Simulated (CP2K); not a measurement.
# As (R-3m) in CP2K: settings compared, part 2 of 2

CP2K 2026.2. Earlier steps stand in the parts before.

## (3) Band structure, LDA

as_bands.inp

```
&GLOBAL
  PROJECT as_bands
  RUN_TYPE ENERGY_FORCE
  PRINT_LEVEL LOW
&END GLOBAL
&FORCE_EVAL
  METHOD QS
  STRESS_TENSOR ANALYTICAL
  &DFT
    BASIS_SET_FILE_NAME BASIS_MOLOPT_UZH
    POTENTIAL_FILE_NAME GTH_POTENTIALS
    &MGRID
      CUTOFF 450
      REL_CUTOFF 60
      NGRIDS 4
    &END MGRID
    &QS
      METHOD GPW
      EPS_DEFAULT 1.0E-9
    &END QS
    &KPOINTS
      SCHEME MONKHORST-PACK 9 9 9
      GAMMA_CENTERED T
      SYMMETRY T
      SYMMETRY_BACKEND SPGLIB
    &END KPOINTS
    &SCF
      SCF_GUESS ATOMIC
      EPS_SCF 1.0E-6
      MAX_SCF 100
      ADDED_MOS 10
      CHOLESKY OFF
      EPS_EIGVAL 1.0E-7
      &DIAGONALIZATION ON
        ALGORITHM STANDARD
      &END DIAGONALIZATION
      &MIXING ON
        METHOD BROYDEN_MIXING
        ALPHA 0.4
        BETA 1.5
        NBUFFER 8
      &END MIXING
      &SMEAR ON
        METHOD FERMI_DIRAC
        ELECTRONIC_TEMPERATURE [K] 1160.452
      &END SMEAR
    &END SCF
    &XC
      &XC_FUNCTIONAL
        &LDA_X
        &END LDA_X
        &LDA_C_PW
        &END LDA_C_PW
      &END XC_FUNCTIONAL
    &END XC
    &PRINT
      &KPOINTS ON
      &END KPOINTS
      &MULLIKEN ON
      &END MULLIKEN
      &MO ON
        ENERGIES T
        OCCUPATION_NUMBERS T
        &EACH
          QS_SCF 0
        &END EACH
        ADD_LAST NUMERIC
      &END MO
      &BAND_STRUCTURE
        FILE_NAME bands.bs
        ADDED_MOS 2
        &KPOINT_SET
          UNITS B_VECTOR
          NPOINTS 6
          SPECIAL_POINT GAMMA 0.00000000 0.00000000 0.00000000
          SPECIAL_POINT L 0.50000000 0.00000000 0.00000000
          SPECIAL_POINT B1 0.50000000 0.23032459 -0.23032459
        &END KPOINT_SET
        &KPOINT_SET
          UNITS B_VECTOR
          NPOINTS 6
          SPECIAL_POINT B 0.76967541 0.50000000 0.23032459
          SPECIAL_POINT Z 0.50000000 0.50000000 0.50000000
          SPECIAL_POINT GAMMA 0.00000000 0.00000000 0.00000000
          SPECIAL_POINT X 0.36516229 0.00000000 -0.36516229
        &END KPOINT_SET
        &KPOINT_SET
          UNITS B_VECTOR
          NPOINTS 6
          SPECIAL_POINT Q 0.63483771 0.36516229 0.00000000
          SPECIAL_POINT F 0.50000000 0.50000000 0.00000000
          SPECIAL_POINT P1 0.63483771 0.63483771 0.23032459
          SPECIAL_POINT Z 0.50000000 0.50000000 0.50000000
        &END KPOINT_SET
        &KPOINT_SET
          UNITS B_VECTOR
          NPOINTS 6
          SPECIAL_POINT L 0.50000000 0.00000000 0.00000000
          SPECIAL_POINT P 0.76967541 0.36516229 0.36516229
        &END KPOINT_SET
      &END BAND_STRUCTURE
    &END PRINT
  &END DFT
  &SUBSYS
    &CELL
      ABC 4.1310000000 4.1310000000 4.1310000000
      ALPHA_BETA_GAMMA 54.1670000003 54.1670000001 54.1670000003
      PERIODIC XYZ
    &END CELL
    &COORD
      As  2.0267180570 1.0363876458 0.7034081177
      As  6.9410609562 3.5493983976 2.4090171819
    &END COORD
    &KIND As
      BASIS_SET DZVP-MOLOPT-PBE-GTH-q5
      POTENTIAL GTH-PADE-q5
    &END KIND
    &PRINT
      &ATOMIC_COORDINATES ON
      &END ATOMIC_COORDINATES
      &CELL ON
      &END CELL
    &END PRINT
  &END SUBSYS
  &PRINT
    &FORCES ON
    &END FORCES
    &STRESS_TENSOR ON
    &END STRESS_TENSOR
  &END PRINT
&END FORCE_EVAL
```

Potentials or basis: GTH_POTENTIALS As GTH-PADE-q5; DZVP-MOLOPT-PBE-GTH basis.

On the command line:

```sh
$ OMP_NUM_THREADS=2 cp2k.psmp -i as_bands.inp -o as_bands.out
```

Wall time 11 s (2 threads of Arm Neoverse V2, shared host); peak memory 0.25 GiB.

It converged, with:

- Free energy: -346.8564 eV
- Pressure: -1.0 GPa
- Largest force: 0.278 eV/Å
- Band gap on the k mesh: none (metal or under the smearing width)

Forces on the atoms (eV/Å):
```
As   0.236  0.121  0.082
As  -0.236 -0.121 -0.082
```

Stress tensor (GPa, compression positive):
```
-1.19 -0.13 -0.09
-0.13 -1.00 -0.05
-0.09 -0.05 -0.96
```

Levels at the corners of the path, in eV from the Fermi level:
```csv
point,band 3,band 4,band 5,band 6,band 7,band 8
Γ,-2.44,-2.04,-2.04,1.58,2.90,2.90
L,-2.90,-2.81,-0.39,-0.38,0.35,1.39
B1,-5.92,-5.39,-1.40,1.26,5.39,5.56
B,-5.92,-5.39,-1.40,1.26,5.39,5.56
Z,-1.82,-1.82,-0.71,0.76,0.76,1.85
Γ,-2.44,-2.04,-2.04,1.58,2.90,2.90
X,-6.19,-3.56,-3.55,3.24,3.30,5.95
Q,-6.19,-3.56,-3.55,3.24,3.30,5.95
F,-5.99,-4.19,-4.15,1.54,5.45,7.22
P1,-6.14,-3.78,-3.05,2.27,3.84,6.34
Z,-1.82,-1.82,-0.71,0.76,0.76,1.85
L,-2.90,-2.81,-0.39,-0.38,0.35,1.39
P,-6.14,-3.78,-3.05,2.27,3.84,6.34
```

Caveat: the basis of atomic orbitals isn't converged, which shifts pressures, moduli and gaps.

## (4) Band structure, r2SCAN

as_bands.inp, as its differences from that of step 3:

```diff
@@ -10,7 +10,7 @@
     BASIS_SET_FILE_NAME BASIS_MOLOPT_UZH
-    POTENTIAL_FILE_NAME GTH_POTENTIALS
+    POTENTIAL_FILE_NAME POTENTIAL_UZH
     &MGRID
-      CUTOFF 450
+      CUTOFF 675
       REL_CUTOFF 60
-      NGRIDS 4
+      NGRIDS 5
     &END MGRID
@@ -18,3 +18,3 @@
       METHOD GPW
-      EPS_DEFAULT 1.0E-9
+      EPS_DEFAULT 1.0E-10
     &END QS
@@ -44,3 +44,3 @@
         METHOD FERMI_DIRAC
-        ELECTRONIC_TEMPERATURE [K] 1160.452
+        ELECTRONIC_TEMPERATURE [K] 300.557
       &END SMEAR
@@ -49,6 +49,6 @@
       &XC_FUNCTIONAL
-        &LDA_X
-        &END LDA_X
-        &LDA_C_PW
-        &END LDA_C_PW
+        &MGGA_X_R2SCAN
+        &END MGGA_X_R2SCAN
+        &MGGA_C_R2SCAN
+        &END MGGA_C_R2SCAN
       &END XC_FUNCTIONAL
@@ -70,6 +70,6 @@
         FILE_NAME bands.bs
-        ADDED_MOS 2
+        ADDED_MOS 4
         &KPOINT_SET
           UNITS B_VECTOR
-          NPOINTS 6
+          NPOINTS 8
           SPECIAL_POINT GAMMA 0.00000000 0.00000000 0.00000000
@@ -80,3 +80,3 @@
           UNITS B_VECTOR
-          NPOINTS 6
+          NPOINTS 8
           SPECIAL_POINT B 0.76967541 0.50000000 0.23032459
@@ -88,3 +88,3 @@
           UNITS B_VECTOR
-          NPOINTS 6
+          NPOINTS 8
           SPECIAL_POINT Q 0.63483771 0.36516229 0.00000000
@@ -96,3 +96,3 @@
           UNITS B_VECTOR
-          NPOINTS 6
+          NPOINTS 8
           SPECIAL_POINT L 0.50000000 0.00000000 0.00000000
@@ -105,4 +105,5 @@
     &CELL
-      ABC 4.1310000000 4.1310000000 4.1310000000
-      ALPHA_BETA_GAMMA 54.1670000003 54.1670000001 54.1670000003
+      A 4.1310000000 0.0000000000 0.0000000000
+      B 2.4183895066 3.3491122995 0.0000000000
+      C 2.4183895066 1.2366737439 3.1124252996
       PERIODIC XYZ
@@ -114,4 +115,4 @@
     &KIND As
-      BASIS_SET DZVP-MOLOPT-PBE-GTH-q5
-      POTENTIAL GTH-PADE-q5
+      BASIS_SET DZVP-MOLOPT-SCAN-GTH-q5
+      POTENTIAL GTH-SCAN-q5
     &END KIND
```

Potentials or basis: POTENTIAL_UZH As GTH-SCAN-q5; DZVP-MOLOPT-SCAN-GTH basis.

On the command line:

```sh
$ OMP_NUM_THREADS=2 cp2k.psmp -i as_bands.inp -o as_bands.out
```

It took 21 s on 2 threads of Arm Neoverse V2, shared host; peak memory 0.41 GiB.

The run converged. Its results:

```yaml
Free_energy: -345.7441 eV
Pressure: 1.1 GPa
Largest_force: 0.096 eV/Å
Band_gap_on_the_k_mesh: none (metal or under the smearing width)
```

Forces in eV/Å, atoms in the order of the input:
```
As   0.081  0.042  0.028
As  -0.081 -0.042 -0.028
```

Stress tensor (GPa, compression positive):
```
1.44 0.36 0.24
0.36 0.92 0.12
0.24 0.12 0.83
```

Levels at the corners of the path, in eV from the Fermi level:
```
point  band 3  band 4  band 5  band 6  band 7  band 8
    Γ   -2.65   -2.29   -2.29    1.61    2.91    2.91
    L   -3.18   -3.05   -0.49   -0.25    0.47    1.41
   B1   -6.20   -5.64   -1.59    1.34    5.54    5.76
    B   -6.20   -5.64   -1.59    1.34    5.54    5.76
    Z   -2.05   -2.05   -0.58    0.71    0.71    1.88
    Γ   -2.65   -2.29   -2.29    1.61    2.91    2.91
    X   -6.47   -3.77   -3.75    3.37    3.38    6.40
    Q   -6.47   -3.77   -3.75    3.37    3.38    6.40
    F   -6.22   -4.44   -4.43    1.70    5.54    7.42
   P1   -6.41   -4.06   -3.18    2.37    3.89    6.52
    Z   -2.05   -2.05   -0.58    0.71    0.71    1.88
    L   -3.18   -3.05   -0.49   -0.25    0.47    1.41
    P   -6.41   -4.06   -3.18    2.37    3.89    6.52
```

Caveat: the basis of atomic orbitals isn't converged, which shifts pressures, moduli and gaps.

## (5) The runs side by side

```tsv
level	potentials or basis	smearing	EPS_DEFAULT	NGRIDS	basis sets	potentials	points a segment of the path (NPOINTS)	gap on the mesh (eV)	pressure (GPa)	largest force (eV/Å)
PBEsol	POTENTIAL_UZH As GTH-PBE-q5; DZVP-MOLOPT-PBE-GTH basis	fermi-dirac 0.05 eV	1.0E-9	5	As DZVP-MOLOPT-PBE-GTH-q5	As GTH-PBE-q5 of POTENTIAL_UZH	6	none	2.8	0.64
LDA	GTH_POTENTIALS As GTH-PADE-q5; DZVP-MOLOPT-PBE-GTH basis	fermi-dirac 0.1 eV	1.0E-9	4	As DZVP-MOLOPT-PBE-GTH-q5	As GTH-PADE-q5 of GTH_POTENTIALS	6	none	-1.0	0.28
r2SCAN	POTENTIAL_UZH As GTH-SCAN-q5; DZVP-MOLOPT-SCAN-GTH basis	fermi-dirac 0.0259 eV	1.0E-10	5	As DZVP-MOLOPT-SCAN-GTH-q5	As GTH-SCAN-q5 of POTENTIAL_UZH	8	none	1.1	0.10
```

Alike in all rows: task band structure; no spin polarisation; cell as given; k mesh 9 × 9 × 9.

Caveats: the basis of atomic orbitals isn't converged, which shifts pressures, moduli and gaps; the potentials were made for another functional, which shifts forces and pressure (some runs).

Absolute energies hang on the potentials; compare differences alone.
